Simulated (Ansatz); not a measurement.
Below is the output of a Python script on Ansatz 0.2.0 through its Python package that makes a comparison of functionals at one structure of TlCl, space group Pm-3m. Write a script that gives it. Use (first run): BLYP, PAW, the default cutoff (420 eV here), 5×5×5 k-points, fixed occupations. The script varies functional: blyp, rpbe, lda.

The script reads `tlcl.cif`:
```cif
data_TlCl
_cell_length_a 3.834000
_cell_length_b 3.834000
_cell_length_c 3.834000
_cell_angle_alpha 90.00000
_cell_angle_beta 90.00000
_cell_angle_gamma 90.00000
_symmetry_space_group_name_H-M 'P 1'
_symmetry_Int_Tables_number 1
loop_
_symmetry_equiv_pos_as_xyz
'x, y, z'
loop_
_atom_site_label
_atom_site_type_symbol
_atom_site_fract_x
_atom_site_fract_y
_atom_site_fract_z
Tl1 Tl    0.000000    0.000000    0.000000
Cl2 Cl    0.500000    0.500000    0.500000
```

Running `python xc.py` prints:
```text
functional,F/atom (eV),iterations,P (GPa),k-points
blyp,-6279.33701,7,3.61674,10
rpbe,-6272.16523,6,3.51564,10
lda,-6096.19454,6,-3.17652,10
```

The script that was run (others could print the same):

`xc.py`
```python
"""One structure of TlCl under several functionals."""

import csv
import warnings

import ansatz as az
from ase.io import read


def main() -> None:
    warnings.simplefilter("ignore", az.DeckWarning)

    atoms = read("tlcl.cif")
    structure = az.Crystal.from_ase(atoms)

    setup = structure.calculation()
    setup = setup.occupations("fixed")
    setup = setup.kpoints(length=20).stress()

    rows = []
    for value in ["blyp", "rpbe", "lda"]:
        report = setup.functional(value).run(threads=1, backend="cpu").report
        rows.append((value, report["free_energy_ev"] / len(report["lattice"]["sites"]), report["n_iterations"], sum(report["stress_gpa"][i][i] for i in range(3)) / 3, report["n_kpoints"]))

    with open("xc.csv", "w", newline="") as handle:
        writer = csv.writer(handle)
        writer.writerow(["functional", "F/atom (eV)", "iterations", "P (GPa)", "k-points"])
        writer.writerows([round(v, 5) if isinstance(v, float) else v for v in row] for row in rows)
    print(open("xc.csv").read())


if __name__ == "__main__":
    main()
```

From lowest to highest: LDA (-3.2 GPa), RPBE (3.5 GPa) and BLYP (3.6 GPa). At a fixed cell a lower pressure usually means a smaller equilibrium volume, so LDA prefers the smallest cell and BLYP the largest. Gaps by band count in the reports: BLYP 2.99 eV, RPBE 3.03 eV and LDA 2.74 eV (Kohn-Sham values on this mesh, as a rule under measured gaps).

Notes:
- Of the deposited cell: the entry's cell lengths or inner coordinates differ somewhat from later room-temperature determinations.
- Pressure is positive in compression.
- Spin-orbit coupling, which matters for elements this heavy, is left out.
- The starting cell is as deposited in a crystallographic database; the results hold for this polymorph, which needn't be the stable one.
- Total energies of different functionals can't be compared; pressures, moments and gaps at this one structure can.
- Run time: 2.6 s on 1 thread of Arm Neoverse V2, with other jobs on the host, peak memory 0.39 GiB.

(Lines on the test bed's own set-up are left out of the output.)
